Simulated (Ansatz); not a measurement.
**SnSe: comparing deformations**

All numbers below come from Ansatz 0.2.0, DFT LDA, scalar-relativistic, plane waves, PAW. The runs took a 420 eV cutoff, a Γ-centred 6×6×4 mesh and Gaussian smearing (0.05 eV). No spin polarisation. Energies are free energies at this smearing, counted from the undisturbed cell; pressure is positive in compression.

The undisturbed cell (relaxed at this level; this form isn't the usual structure):

```
CELL_PARAMETERS angstrom
4.18990 0.00000 0.00000
0.00000 4.18990 0.00000
0.00000 0.00000 10.97962
ATOMIC_POSITIONS crystal
Sn 0.50000 0.00000 0.37816
Sn 0.00000 0.50000 0.62184
Se 0.50000 0.00000 0.62178
Se 0.00000 0.50000 0.37822
```

The cell holds layers and no dispersion correction was added, so their binding is poorly described.

The cell is strained by ε times a Voigt pattern (xx, yy, zz, yz, xz, xy; engineering shear) with fractional coordinates fixed. τ = (1/V0) dE/dε comes from the stress tensor. Of each scan, only the three points used here are listed.

```
            pattern        ε  τ (GPa)
(1, -1, 0, 0, 0, 0)  -0.0250   -0.997
(1, -1, 0, 0, 0, 0)   0.0000    0.000
(1, -1, 0, 0, 0, 0)   0.0125    0.498
 (0, 0, 0, 1, 0, 0)  -0.0150  -0.1128
 (0, 0, 0, 1, 0, 0)   0.0000   0.0000
 (0, 0, 0, 1, 0, 0)   0.0075   0.0564
```

Q: Which constants do the scans give, and which deformation costs least for the same size of strain tensor?

A: The slope dτ/dε at zero (parabola through three points) is pᵀCp: (1, -1, 0, 0, 0, 0) gives C11 + C22 − 2 C12 = 40 GPa; (0, 0, 0, 1, 0, 0) gives C44 = 7.5 GPa. The size of the strain tensor, ε:ε, is ε² times 2.0, 0.5. Per unit of it the stiffnesses are 20, 15.0 GPa, so (0, 0, 0, 1, 0, 0) is the softest of these: at ε:ε = (1 %)² the quadratic term costs 0.23 meV/atom against 0.30 for the stiffest. These are clamped-ion values.

Forces appear on the atoms along this scan, and letting them relax would lower the energy and soften the response.

Cost: 17 runs of about 6.5 core-minutes in all, on Intel Xeon Platinum 8259CL (Skylake/Cascade Lake) (shared hosts).